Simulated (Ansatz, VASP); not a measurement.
## Two plane-wave programs on Ca

The input INCAR:

```
ALGO     = Fast           # electronic algorithm
EDIFF    = 1E-6           # SCF threshold, eV
EDIFFG   = -0.005         # ionic threshold
ENCUT    = 600            # plane-wave cutoff, eV
GGA      = PE             # functional
IBRION   = 2              # ionic algorithm
ISIF     = 3              # what is computed and relaxed
ISMEAR   = 0              # smearing method
LASPH    = T              # aspherical terms in the spheres
LCHARG   = F              # write CHGCAR
LREAL    = F              # projectors in reciprocal space
LWAVE    = F              # write WAVECAR
NELM     = 80             # most SCF steps
NSW      = 100            # ionic steps
PREC     = Accurate       # precision mode
SIGMA    = 0.1            # smearing width, eV
```

KPOINTS

```
k-points
0
Gamma
  14 14 14
```

The input POSCAR:

```
Ca
1.0
    0.0000000000      2.7942000000      2.7942000000
    2.7942000000      0.0000000000      2.7942000000
    2.7942000000      2.7942000000      0.0000000000
Ca
1
Direct
    0.0000000000      0.0000000000      0.0000000000
```

Input for Ansatz:

```yaml
crystal:
  lattice:
    - [0.0, 2.7942, 2.7942]
    - [2.7942, 0.0, 2.7942]
    - [2.7942, 2.7942, 0.0]
  atoms:
    - { symbol: Ca, position: [0.0, 0.0, 0.0] }
basis:
  ecutwfc: 420
kpoints:
  mp_grid: { grid: [14, 14, 14] }
hamiltonian:
  xc: pbe
scf:
  occupations: { method: gaussian, width: 0.1 }
output:
  forces: true
  stress: true
  eigenvalues: true
relax:
  adjacent_minimum: "off"
  f_tol: 0.005
  max_steps: 80
  cell: { stress_tol: 0.05 }
```

Alike in both runs: task relaxation of cell and atoms; functional PBE; k mesh 14 × 14 × 14; occupations gaussian, width 0.1 eV; no spin polarisation.

|  | VASP | Ansatz |
| --- | --- | --- |
| version | VASP 6.6.1 | Ansatz 0.2.0 |
| potentials or method | VASP PAW PBE potentials, release 64 (Ca_sv) | scalar-relativistic, plane waves, PAW |
| plane-wave cutoff (eV) | 600 | 420 |
| valence electrons in the cell | 10 | 10 |

|  | VASP | Ansatz | Ansatz less VASP |
| --- | --- | --- | --- |
| gap on the k mesh at the Fermi level, each at its own relaxed structure (eV) | none | none | - |
| relaxed volume (Å³/atom) | 42.30 | 42.16 | -0.136 |
| relaxed cell length with the largest relative difference (Å) | 3.911 | 3.907 | -0.0042 |
| energy change over the relaxation (meV/atom) | -2 | -3 | -0.3 |

A gap of «none» marks a metal or a gap that the smearing closes.
